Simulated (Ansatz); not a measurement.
Br:

```
CELL_PARAMETERS angstrom
3.36325 -2.32255 0.00000
3.36325 2.32255 0.00000
0.00000 0.00000 8.70230
ATOMIC_POSITIONS crystal
Br 0.36510 0.63490 0.39010
Br 0.13490 0.86510 0.89010
Br 0.63490 0.36510 0.60990
Br 0.86510 0.13490 0.10990
```

* Program: Ansatz 0.2.0
* Task: relaxation of cell and atoms
* Functional: PBE
* Dispersion: D4
* Potentials or basis: Ansatz PAW
* Cutoff: 420 eV (not typed: the program's choice for these potentials)
* k mesh: 7 × 7 × 3
* Occupations: fermi-dirac, width 0.05 eV
* Spin: no spin polarisation

At the start: volume 33.99 Å³/atom.

**Question.** How do energy, volume and symmetry change on relaxing?

**Answer.** It ends after 9 steps and the volume is 30.79 Å³/atom (-9.4 %); space group Cmce (No. 64, to 0.05 Å).

The path:
```tsv
step	energy change (eV)	largest force (eV/Å)	volume (Å³)
1	0.0000	0.8839	135.95
2	-0.1257	0.3759	123.74
3	-0.1680	0.1128	122.94
4	-0.1783	0.0268	120.30
5	-0.1813	0.0400	122.35
6	-0.1828	0.0421	123.24
7	-0.1844	0.0146	122.93
8	-0.1844	0.0009	123.18
9	-0.1835	0.0007	123.18
```

Final structure:
```xyz
4
Lattice="3.4677 -2.0731 0.0000 3.4677 2.0731 0.0000 0.0000 0.0000 8.5670" Properties=species:S:1:pos:R:3 pbc="T T T"
Br    3.4677    0.6279    3.2626
Br    3.4677    1.4452    7.5462
Br    3.4677   -0.6279    5.3044
Br    3.4677   -1.4452    1.0209
```

Caveat: the plane-wave basis is chosen anew once the cell has moved, so the energies of steps on either side of that aren't comparable.
